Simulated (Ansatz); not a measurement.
**AlN: a line through an energy map**

One line of a two-coordinate grid on AlN (P6_3mc, No. 186; 4 atoms in the cell): amplitude of mode 4 (240 cm⁻¹) is varied, at amplitude of mode 5 (240 cm⁻¹) = −0.017 Å.

Program: Ansatz 0.2.0. Level of theory: DFT LDA, scalar-relativistic, plane waves, PAW. These are calculated values, not measurements.

33 further runs of the same task are left out: 33 set aside as unsound or not needed.

**1. The structure to begin with**

The structure is hexagonal, space group P6_3mc (No. 186). The conventional cell has a = 3.089 Å, b = 3.089 Å, c = 4.944 Å, α = 90.00°, β = 90.00°, γ = 120.00°. Al (site symmetry 3m) is surrounded by 4 N at 1.88 to 1.89 Å. Around N (site symmetry 3m) lie 4 Al at 1.88 to 1.89 Å.

Coordinates:

```cif
data_structure
_symmetry_space_group_name_H-M 'P6_3mc'
_symmetry_Int_Tables_number 186
_cell_length_a 3.0887
_cell_length_b 3.0887
_cell_length_c 4.9438
_cell_angle_alpha 90.000
_cell_angle_beta 90.000
_cell_angle_gamma 120.000
_cell_volume 40.85
loop_
_atom_site_label
_atom_site_type_symbol
_atom_site_symmetry_multiplicity
_atom_site_Wyckoff_symbol
_atom_site_fract_x
_atom_site_fract_y
_atom_site_fract_z
_atom_site_occupancy
Al1 Al 2 b 0.33333 0.66667 0.00152 1
N1 N 2 b 0.33333 0.66667 0.38348 1
```

This cell was relaxed beforehand with the same method: volume 10.21 Å³/atom, gap on the mesh 4.42 eV.

**2. Plan of the line**

The energy is mapped over two normal modes frozen in (zone-centre modes of the cell shown).

- amplitude of mode 4 (240 cm⁻¹), largest displacement: 11 values from −0.086 to 0.086 Å
- amplitude of mode 5 (240 cm⁻¹), largest displacement: 11 values from −0.086 to 0.086 Å

Nothing else is relaxed (the cell and all other modes fixed). Energies count from the relaxed high-symmetry cell. Points are written as (first, second).

The modes come from a phonon run on the reference cell, made beforehand.

The patterns, per unit of each coordinate (Å):

```csv
atom,x1,y1,z1,x2,y2,z2
Al1,1.000,0.000,0.000,0.000,1.000,0.000
Al2,-1.000,0.000,0.000,0.000,-1.000,0.000
N3,-0.892,0.000,0.000,0.000,-0.892,0.000
N4,0.892,0.000,0.000,0.000,0.892,0.000
```

**3. The run at (−0.086 Å, −0.017 Å)**

input.yaml

```yaml
crystal:
  lattice:
    - [3.0887424016, 0.0, 0.0]
    - [-1.5443712008, 2.6749293856, 0.0]
    - [0.0, 0.0, 4.9437688231]
  atoms:
    - { symbol: Al, position: [0.3022752481, 0.6602365904, 0.0015212672] }
    - { symbol: Al, position: [0.6977247519, 0.3397634096, 0.5015212672] }
    - { symbol: "N", position: [0.3610474642, 0.6724044311, 0.3834787328] }
    - { symbol: "N", position: [0.6389525358, 0.3275955689, 0.8834787328] }
basis:
  ecutwfc: 520.0
kpoints:
  mp_grid: { grid: [9, 9, 6] }
hamiltonian:
  xc: lda
scf:
  occupations: { method: gaussian, width: 0.05 }
output:
  forces: true
  stress: true
  eigenvalues: true
```

The run is started by

```
$ ansatz run input.yaml --threads 1 --pin off --max-ram 2048MiB --backend cpu --events-out ev --progress --plain --runs-dir out
```

Standard output, shortened:

```text
Warning: RAYON_NUM_THREADS=1 ignored (pool sized by the plan → 1); use --threads N
[...]
Pseudopotentials: kind: paw
Pseudopotential: Al, paw, valence charge 3, recommended cutoff 420 eV (normal), Al.paw.azcp
Pseudopotential: N, paw, valence charge 5, recommended cutoff 420 eV (normal), N.paw.azcp
Functional definition: SPW92
[...]
Crystal: 4 atoms, lattice volume = 40.846 Å³
Basis set: ecut = 520 eV, 1099 PW (Γ)
Bands: 12, of which v1, the nominal top of the filled ones, is band 8 counted from 1 (7 counted from 0)
Symmetry: 2 space group operations
Space group: P21 (ITA 4), of the structure as read, at distance tolerance 3.4e-5 Å
k-points: 164 of 486 (time reversal used)
[...]
SCF iter   1: F=—  HF=-1779.678473 eV  |F-HF|=—  |Δ(HF+E_count)|=         —  Δρ=9.53e-3  dr2=4.11e-2  ethr=1.77e-3  ⟨swp⟩=5.4  Hψ=12859  notcnv=0
[...]
SCF iter   6: F=-1779.665597 eV  HF=-1779.665597 eV  |F-HF|=6.50e-11  |Δ(HF+E_count)|=   2.69e-9  Δρ=8.52e-7  dr2=1.70e-10  ethr=5.69e-11  ⟨swp⟩=2.0  Hψ=6036  notcnv=0
[...]
SCF converged after 6 iterations
Free energy (F): -1779.665597 eV
[...]
E sigma→0 (E₀):  -1779.665597 eV
Fermi energy:    9.317368 eV
[...]
--- Forces (eV/Å), atoms counted from 1 ---
  atom   1  Al     0.50248259     0.13140321     0.05466385
  atom   2  Al    -0.50248259    -0.13140321     0.05466385
  atom   3  N     -0.22239492    -0.03139966    -0.05466533
  atom   4  N      0.22239492     0.03139966    -0.05466533
[...]
--- Stress (GPa, compression-positive) ---
       -0.774474      -0.442762       0.000000
       -0.442763       0.074155       0.000000
        0.000000       0.000000       0.032343
  P = ⅓ Tr σ = -0.2227 GPa (-2.227 kbar)
--- Band table (eV; the first three rows and the last of 164) ---
  k-point 0: bands = ["-8.0548", "-5.7643", "0.9742", "6.1864", "6.2607", "6.7328", "7.0126", "7.1554", "11.4794", "13.8279", "17.6477", "17.8855"]
[...]
```

It took 3.9 s on 1 thread of Intel Xeon 6975P-C (Granite Rapids), shared host; peak memory 0.43 GiB.

Energy on the map's scale: 63 meV.

**4. Point (−0.069 Å, −0.017 Å)**

input.yaml

```yaml
crystal:
  lattice:
    - [3.0887424016, 0.0, 0.0]
    - [-1.5443712008, 2.6749293856, 0.0]
    - [0.0, 0.0, 4.9437688231]
  atoms:
    - { symbol: Al, position: [0.3078438576, 0.6602365904, 0.0015212672] }
    - { symbol: Al, position: [0.6921561424, 0.3397634096, 0.5015212672] }
    - { symbol: "N", position: [0.3560784145, 0.6724044311, 0.3834787328] }
    - { symbol: "N", position: [0.6439215855, 0.3275955689, 0.8834787328] }
basis:
  ecutwfc: 520.0
kpoints:
  mp_grid: { grid: [9, 9, 6] }
hamiltonian:
  xc: lda
scf:
  occupations: { method: gaussian, width: 0.05 }
output:
  forces: true
  stress: true
  eigenvalues: true
```

The run is started by

```
$ ansatz run input.yaml --threads 1 --pin off --max-ram 2048MiB --backend cpu --events-out ev --progress --plain --runs-dir out
```

Standard output, shortened:

```text
Warning: RAYON_NUM_THREADS=1 ignored (pool sized by the plan → 1); use --threads N
[...]
Pseudopotentials: kind: paw
Pseudopotential: Al, paw, valence charge 3, recommended cutoff 420 eV (normal), Al.paw.azcp
Pseudopotential: N, paw, valence charge 5, recommended cutoff 420 eV (normal), N.paw.azcp
Functional definition: SPW92
[...]
Crystal: 4 atoms, lattice volume = 40.846 Å³
Basis set: ecut = 520 eV, 1099 PW (Γ)
Bands: 12, of which v1, the nominal top of the filled ones, is band 8 counted from 1 (7 counted from 0)
Symmetry: 2 space group operations
Space group: P21 (ITA 4), of the structure as read, at distance tolerance 3.4e-5 Å
k-points: 164 of 486 (time reversal used)
[...]
SCF iter   1: F=—  HF=-1779.700142 eV  |F-HF|=—  |Δ(HF+E_count)|=         —  Δρ=9.51e-3  dr2=4.09e-2  ethr=1.77e-3  ⟨swp⟩=5.4  Hψ=12848  notcnv=0
[...]
SCF iter   6: F=-1779.687302 eV  HF=-1779.687302 eV  |F-HF|=5.50e-11  |Δ(HF+E_count)|=   2.85e-9  Δρ=8.02e-7  dr2=1.52e-10  ethr=6.00e-11  ⟨swp⟩=2.0  Hψ=6028  notcnv=0
[...]
SCF converged after 6 iterations
Free energy (F): -1779.687302 eV
[...]
E sigma→0 (E₀):  -1779.687302 eV
Fermi energy:    9.314631 eV
[...]
--- Forces (eV/Å), atoms counted from 1 ---
  atom   1  Al     0.40240311     0.11893393     0.03598215
  atom   2  Al    -0.40240311    -0.11893393     0.03598215
  atom   3  N     -0.17762521    -0.03671070    -0.03598336
  atom   4  N      0.17762521     0.03671070    -0.03598336
[...]
--- Stress (GPa, compression-positive) ---
       -0.513601      -0.348826       0.000000
       -0.348827       0.057031       0.000000
        0.000000       0.000000       0.012204
  P = ⅓ Tr σ = -0.1481 GPa (-1.481 kbar)
--- Band table (eV; the first three rows and the last of 164) ---
  k-point 0: bands = ["-8.0574", "-5.7683", "0.9703", "6.1900", "6.2507", "6.7592", "6.9863", "7.1365", "11.4928", "13.8314", "17.6842", "17.9416"]
[...]
```

Run time: 3.8 s. Hardware: 1 thread of Intel Xeon 6975P-C (Granite Rapids), shared host; peak memory 0.42 GiB.

Energy on the map's scale: 41 meV.

**5. The run at (−0.052 Å, −0.017 Å)**

input.yaml

```yaml
crystal:
  lattice:
    - [3.0887424016, 0.0, 0.0]
    - [-1.5443712008, 2.6749293856, 0.0]
    - [0.0, 0.0, 4.9437688231]
  atoms:
    - { symbol: Al, position: [0.313412467, 0.6602365904, 0.0015212672] }
    - { symbol: Al, position: [0.686587533, 0.3397634096, 0.5015212672] }
    - { symbol: "N", position: [0.3511093647, 0.6724044311, 0.3834787328] }
    - { symbol: "N", position: [0.6488906353, 0.3275955689, 0.8834787328] }
basis:
  ecutwfc: 520.0
kpoints:
  mp_grid: { grid: [9, 9, 6] }
hamiltonian:
  xc: lda
scf:
  occupations: { method: gaussian, width: 0.05 }
output:
  forces: true
  stress: true
  eigenvalues: true
```

The run is started by

```
$ ansatz run input.yaml --threads 1 --pin off --max-ram 2048MiB --backend cpu --events-out ev --progress --plain --runs-dir out
```

Standard output, shortened:

```text
Warning: RAYON_NUM_THREADS=1 ignored (pool sized by the plan → 1); use --threads N
[...]
Pseudopotentials: kind: paw
Pseudopotential: Al, paw, valence charge 3, recommended cutoff 420 eV (normal), Al.paw.azcp
Pseudopotential: N, paw, valence charge 5, recommended cutoff 420 eV (normal), N.paw.azcp
Functional definition: SPW92
[...]
Crystal: 4 atoms, lattice volume = 40.846 Å³
Basis set: ecut = 520 eV, 1099 PW (Γ)
Bands: 12, of which v1, the nominal top of the filled ones, is band 8 counted from 1 (7 counted from 0)
Symmetry: 2 space group operations
Space group: P21 (ITA 4), of the structure as read, at distance tolerance 3.4e-5 Å
k-points: 164 of 486 (time reversal used)
[...]
SCF iter   1: F=—  HF=-1779.716995 eV  |F-HF|=—  |Δ(HF+E_count)|=         —  Δρ=9.50e-3  dr2=4.08e-2  ethr=1.77e-3  ⟨swp⟩=5.4  Hψ=12837  notcnv=0
[...]
SCF iter   6: F=-1779.704186 eV  HF=-1779.704186 eV  |F-HF|=4.02e-11  |Δ(HF+E_count)|=   2.86e-9  Δρ=7.38e-7  dr2=1.28e-10  ethr=6.01e-11  ⟨swp⟩=2.0  Hψ=6020  notcnv=0
[...]
SCF converged after 6 iterations
Free energy (F): -1779.704186 eV
[...]
E sigma→0 (E₀):  -1779.704186 eV
Fermi energy:    9.312434 eV
[...]
--- Forces (eV/Å), atoms counted from 1 ---
  atom   1  Al     0.30203193     0.10916422     0.02119220
  atom   2  Al    -0.30203193    -0.10916422     0.02119220
  atom   3  N     -0.13303431    -0.04080449    -0.02119311
  atom   4  N      0.13303431     0.04080449    -0.02119311
[...]
--- Stress (GPa, compression-positive) ---
       -0.311347      -0.258447       0.000000
       -0.258447       0.043601       0.000000
        0.000000       0.000000      -0.000308
  P = ⅓ Tr σ = -0.0894 GPa (-0.894 kbar)
--- Band table (eV; the first three rows and the last of 164) ---
  k-point 0: bands = ["-8.0593", "-5.7714", "0.9673", "6.1944", "6.2415", "6.7856", "6.9600", "7.1216", "11.5032", "13.8342", "17.7135", "18.0003"]
[...]
```

It took 3.9 s on 1 thread of Intel Xeon 6975P-C (Granite Rapids), shared host; peak memory 0.44 GiB.

That is 24 meV from the zero.

**6. Grid point (−0.034 Å, −0.017 Å)**

input.yaml

```yaml
crystal:
  lattice:
    - [3.0887424016, 0.0, 0.0]
    - [-1.5443712008, 2.6749293856, 0.0]
    - [0.0, 0.0, 4.9437688231]
  atoms:
    - { symbol: Al, position: [0.3189810764, 0.6602365904, 0.0015212672] }
    - { symbol: Al, position: [0.6810189236, 0.3397634096, 0.5015212672] }
    - { symbol: "N", position: [0.346140315, 0.6724044311, 0.3834787328] }
    - { symbol: "N", position: [0.653859685, 0.3275955689, 0.8834787328] }
basis:
  ecutwfc: 520.0
kpoints:
  mp_grid: { grid: [9, 9, 6] }
hamiltonian:
  xc: lda
scf:
  occupations: { method: gaussian, width: 0.05 }
output:
  forces: true
  stress: true
  eigenvalues: true
```

The run is started by

```
$ ansatz run input.yaml --threads 1 --pin off --max-ram 2048MiB --backend cpu --events-out ev --progress --plain --runs-dir out
```

Standard output, shortened:

```text
Warning: RAYON_NUM_THREADS=1 ignored (pool sized by the plan → 1); use --threads N
[...]
Pseudopotentials: kind: paw
Pseudopotential: Al, paw, valence charge 3, recommended cutoff 420 eV (normal), Al.paw.azcp
Pseudopotential: N, paw, valence charge 5, recommended cutoff 420 eV (normal), N.paw.azcp
Functional definition: SPW92
[...]
Crystal: 4 atoms, lattice volume = 40.846 Å³
Basis set: ecut = 520 eV, 1099 PW (Γ)
Bands: 12, of which v1, the nominal top of the filled ones, is band 8 counted from 1 (7 counted from 0)
Symmetry: 2 space group operations
Space group: P21 (ITA 4), of the structure as read, at distance tolerance 3.4e-5 Å
k-points: 164 of 486 (time reversal used)
[...]
SCF iter   1: F=—  HF=-1779.729037 eV  |F-HF|=—  |Δ(HF+E_count)|=         —  Δρ=9.49e-3  dr2=4.07e-2  ethr=1.77e-3  ⟨swp⟩=5.4  Hψ=12869  notcnv=0
[...]
SCF iter   6: F=-1779.716248 eV  HF=-1779.716248 eV  |F-HF|=1.89e-11  |Δ(HF+E_count)|=   2.41e-9  Δρ=6.30e-7  dr2=9.18e-11  ethr=5.13e-11  ⟨swp⟩=2.0  Hψ=6018  notcnv=0
[...]
SCF converged after 6 iterations
Free energy (F): -1779.716248 eV
[...]
E sigma→0 (E₀):  -1779.716248 eV
Fermi energy:    9.310826 eV
[...]
--- Forces (eV/Å), atoms counted from 1 ---
  atom   1  Al     0.20145938     0.10214718     0.01048677
  atom   2  Al    -0.20145938    -0.10214718     0.01048677
  atom   3  N     -0.08859538    -0.04370920    -0.01048740
  atom   4  N      0.08859538     0.04370920    -0.01048740
[...]
--- Stress (GPa, compression-positive) ---
       -0.167251      -0.170771       0.000000
       -0.170772       0.033943       0.000000
        0.000000       0.000000      -0.007533
  P = ⅓ Tr σ = -0.0469 GPa (-0.469 kbar)
--- Band table (eV; the first three rows and the last of 164) ---
  k-point 0: bands = ["-8.0607", "-5.7736", "0.9651", "6.1992", "6.2332", "6.8113", "6.9343", "7.1109", "11.5108", "13.8362", "17.7348", "18.0603"]
[...]
```

Wall time 3.9 s (1 thread of Intel Xeon 6975P-C (Granite Rapids), shared host); peak memory 0.43 GiB.

Energy on the map's scale: 12 meV.

**7. The run at (−0.017 Å, −0.017 Å)**

input.yaml

```yaml
crystal:
  lattice:
    - [3.0887424016, 0.0, 0.0]
    - [-1.5443712008, 2.6749293856, 0.0]
    - [0.0, 0.0, 4.9437688231]
  atoms:
    - { symbol: Al, position: [0.3245496858, 0.6602365904, 0.0015212672] }
    - { symbol: Al, position: [0.6754503142, 0.3397634096, 0.5015212672] }
    - { symbol: "N", position: [0.3411712653, 0.6724044311, 0.3834787328] }
    - { symbol: "N", position: [0.6588287347, 0.3275955689, 0.8834787328] }
basis:
  ecutwfc: 520.0
kpoints:
  mp_grid: { grid: [9, 9, 6] }
hamiltonian:
  xc: lda
scf:
  occupations: { method: gaussian, width: 0.05 }
output:
  forces: true
  stress: true
  eigenvalues: true
```

The run is started by

```
$ ansatz run input.yaml --threads 1 --pin off --max-ram 2048MiB --backend cpu --events-out ev --progress --plain --runs-dir out
```

Standard output, shortened:

```text
Warning: RAYON_NUM_THREADS=1 ignored (pool sized by the plan → 1); use --threads N
[...]
Pseudopotentials: kind: paw
Pseudopotential: Al, paw, valence charge 3, recommended cutoff 420 eV (normal), Al.paw.azcp
Pseudopotential: N, paw, valence charge 5, recommended cutoff 420 eV (normal), N.paw.azcp
Functional definition: SPW92
[...]
Crystal: 4 atoms, lattice volume = 40.846 Å³
Basis set: ecut = 520 eV, 1099 PW (Γ)
Bands: 12, of which v1, the nominal top of the filled ones, is band 8 counted from 1 (7 counted from 0)
Symmetry: 2 space group operations
Space group: P21 (ITA 4), of the structure as read, at distance tolerance 3.4e-5 Å
k-points: 164 of 486 (time reversal used)
[...]
SCF iter   1: F=—  HF=-1779.736255 eV  |F-HF|=—  |Δ(HF+E_count)|=         —  Δρ=9.48e-3  dr2=4.06e-2  ethr=1.77e-3  ⟨swp⟩=5.5  Hψ=12910  notcnv=0
[...]
SCF iter   6: F=-1779.723486 eV  HF=-1779.723486 eV  |F-HF|=7.05e-12  |Δ(HF+E_count)|=   2.17e-9  Δρ=5.45e-7  dr2=6.73e-11  ethr=4.70e-11  ⟨swp⟩=2.0  Hψ=6018  notcnv=0
[...]
SCF converged after 6 iterations
Free energy (F): -1779.723486 eV
[...]
E sigma→0 (E₀):  -1779.723486 eV
Fermi energy:    9.309845 eV
[...]
--- Forces (eV/Å), atoms counted from 1 ---
  atom   1  Al     0.10076016     0.09792150     0.00400635
  atom   2  Al    -0.10076016    -0.09792150     0.00400635
  atom   3  N     -0.04426826    -0.04544398    -0.00400663
  atom   4  N      0.04426826     0.04544398    -0.00400663
[...]
--- Stress (GPa, compression-positive) ---
       -0.080943      -0.084923       0.000000
       -0.084924       0.028124       0.000000
        0.000000       0.000000      -0.011169
  P = ⅓ Tr σ = -0.0213 GPa (-0.213 kbar)
--- Band table (eV; the first three rows and the last of 164) ---
  k-point 0: bands = ["-8.0616", "-5.7749", "0.9638", "6.2040", "6.2264", "6.8345", "6.9112", "7.1044", "11.5153", "13.8375", "17.7478", "18.1167"]
[...]
```

Wall time 3.9 s (1 thread of Intel Xeon 6975P-C (Granite Rapids), shared host); peak memory 0.43 GiB.

Energy on the map's scale: 4.8 meV.

**8. Results**

```
amplitude of mode 4 (240 cm⁻¹), largest displacement (Å)  step  energy (meV)  slope (meV per Å)  pressure (GPa)  band gap on the k-mesh (eV)  largest force on an atom (eV/Å)
                                                  −0.086     3            63              −1402           −0.22                        4.324                             0.52
                                                  −0.069     4            41              −1122           −0.15                        4.356                             0.42
                                                  −0.052     5            24               −841           −0.09                        4.382                             0.32
                                                  −0.034     6            12               −561           −0.05                        4.400                             0.23
                                                  −0.017     7           4.8               −281           −0.02                        4.411                             0.14
                                                   0.000     –           2.4                  0           −0.01                        4.415                             0.10
                                                   0.017     –           4.8                281           −0.02                        4.411                             0.14
                                                   0.034     –            12                561           −0.05                        4.400                             0.23
                                                   0.052     –            24                841           −0.09                        4.382                             0.32
                                                   0.069     –            41               1122           −0.15                        4.356                             0.42
                                                   0.086     –            63               1402           −0.22                        4.324                             0.52
```

Energies count from the relaxed high-symmetry cell. Rows without a step come from runs not printed here or follow by symmetry. Slopes come from the forces (and the stress, where the cell changes), not from differences of energies.

**Reading.** Along the line the energy is lowest at 0.000 Å, 2.4 meV from the zero. Energies and slopes round the minimum, fitted together, put the minimum at 0.0000 Å, with a curvature of about 16000 meV per Å². The highest point computed, at −0.086 Å, lies 60 meV above the lowest. This is one cut through a surface in two coordinates; the map's lowest point lies off it. A rigid map gives upper bounds: relaxing the other coordinates can only lower a point.

The gaps are Kohn-Sham values of a semilocal functional, not quasiparticle or optical gaps. Such gaps usually fall short of the measured ones.
